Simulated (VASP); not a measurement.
Wanted: the native input for a VASP 6.6.1 run.

```
Task                   : single point
Functional             : PBE
Potentials or basis    : VASP PAW PBE potentials, release 64 (Ga_d, P)
Cutoff                 : 520 eV
k mesh                 : 8 × 8 × 8
Occupations            : gaussian, width 0.02 eV
Spin                   : no spin polarisation
Dipole correction      : no
Further INCAR settings : ALGO = Normal; EDIFF = 1e-06; NBANDS = 16
```

The structure of GaP lies in POSCAR:

```
GaP
1.0
    0.0000000000      2.7525368115      2.7525368115
    2.7525368115      0.0000000000      2.7525368115
    2.7525368115      2.7525368115      0.0000000000
Ga P
1 1
Direct
    0.0000000000      0.0000000000      0.0000000000
    0.2500000000      0.2500000000      0.2500000000
```

One way to write it, as run:

INCAR

```
SYSTEM = GaP
ALGO     = Normal         ! electronic algorithm
EDIFF    = 1E-6           ! SCF threshold, eV
ENCUT    = 520            ! plane-wave cutoff, eV
GGA      = PE             ! functional
ISIF     = 2              ! what is computed and relaxed
ISMEAR   = 0              ! smearing method
LASPH    = .TRUE.         ! aspherical terms in the spheres
LCHARG   = .TRUE.         ! write CHGCAR
LELF     = .TRUE.         ! ELF
LREAL    = .FALSE.        ! projectors in reciprocal space
LVHAR    = .TRUE.       
LWAVE    = .FALSE.        ! write WAVECAR
NBANDS   = 16             ! bands
NELM     = 100            ! most SCF steps
PREC     = Accurate       ! precision mode
SIGMA    = 0.02           ! smearing width, eV
```

KPOINTS

```
k-points
0
G
  8 8 8
  0 0 0
```

Potentials or basis: VASP PAW PBE potentials, release 64 (Ga_d, P).

Run with:

```bash
$ cat potpaw_PBE.64/Ga_d/POTCAR potpaw_PBE.64/P/POTCAR > POTCAR
$ mpirun -np 1 vasp_std > vasp.out
```

It gave:

* Pressure: 0.0 GPa
* Band gap on the k mesh: 1.58 eV, direct

It took 20 s on 1 thread of Intel(R) Xeon(R) Platinum 8488C (Sapphire Rapids), with other jobs on the host, peak memory 0.17 GiB.
